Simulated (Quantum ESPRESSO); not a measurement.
Au under changes of volume

One of the cells (17.771 Å³/atom); the others are scaled copies at fixed shape and fractional positions:

```
Au
1.0
     2.90000    0.00000    0.00000
    -1.45000    2.51147    0.00000
     0.00000    0.00000    4.88000
Au
2
Direct
  0.66667 0.33333 0.25000
  0.33333 0.66667 0.75000
```

This isn't the form of Au at room conditions, which is fcc.

- Program: Quantum ESPRESSO 7.5
- Functional: LDA
- Potentials or basis: GBRV 1.5 LDA
- Cutoff: 612 eV
- Density cutoff: 4898 eV
- k mesh: 11 × 11 × 6
- Occupations: fermi-dirac, width 0.05 eV
- Spin: no spin polarisation

```tsv
volume (Å³/atom)	energy over the lowest point (meV/atom)	pressure (GPa)
16.705	0.00	-1.7
17.060	7.63	-5.3
17.416	22.75	-8.5
17.771	?	?
18.127	71.56	-13.6
18.482	103.70	-15.6
18.837	139.97	-17.3
```

Task: What does the run at 17.771 Å³/atom give?

Result: Energy over the lowest point 44.31 meV/atom; pressure -11.2 GPa.

Worked out: A Birch-Murnaghan fit of order 3 (a polynomial in V^(-2/3)) to the other rows has its minimum at 16.56 Å³/atom, just outside them, with B0 = V·E''(V) = 190 GPa and B' = 5.4 at fixed shape and positions, which overstates the stiffness. It gives 44.31 meV/atom at 17.771 Å³/atom, against the run's 44.31, and -dE/dV = -11.1 GPa, against -11.2.

Energies are extrapolated to zero smearing.
